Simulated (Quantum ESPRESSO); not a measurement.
Crystal: BaZrO3.

```
Ba Zr O
1.0
     4.19134    0.00000    0.00000
     0.00000    4.19134    0.00000
     0.00000    0.00000    4.19134
Ba Zr O
1 1 3
Cartesian
  0.0000 0.0000 0.0000
  2.0957 2.0957 2.0957
  2.0957 2.0957 0.0000
  2.0957 0.0000 2.0957
  0.0000 2.0957 2.0957
```

| Item | Value |
| --- | --- |
| Program | Quantum ESPRESSO 7.5 |
| Task | phonons |
| Functional | PW91 |
| Potentials or basis | GBRV 1.5 PBE |
| Cutoff | 612 eV |
| Density cutoff | 4898 eV |
| k mesh | 2 × 2 × 2, shifted |
| Occupations | fermi-dirac, width 0.05 eV |
| Spin | no spin polarisation |
| Mixing beta | 0.5 |
| Most SCF iterations | 120 |
| SCF threshold | 1e-09 Ry |

The cell and the atoms were relaxed first, to 15.06 Å³/atom (a = 4.223 Å, b = 4.223 Å, c = 4.223 Å, α = 90.00°, β = 90.00°, γ = 90.00°), and the response was taken there.

The first run showed a gap, so the response started from a second, tighter run with fixed occupations.

Q: Which optical modes does the crystal have at the zone centre, and which show in infrared and Raman spectra?

A: The optical modes are 3T1u + T2u. Infrared active: 3T1u. None is Raman active.

Optical modes at Γ, degenerate ones joined, polar ones without the macroscopic field:
```csv
cm⁻¹,components,symmetry,active in,"IR intensity, summed ((D/Å)²/amu)"
99,3,T1u,IR,11.63
284,3,T2u,silent,0.00
315,3,T1u,IR,98.16
489,3,T1u,IR,18.54
```

Caveat: the k mesh is coarse (spacing up to 0.75 Å⁻¹), so the values aren't converged; the potentials were made for another functional, which shifts forces and pressure.
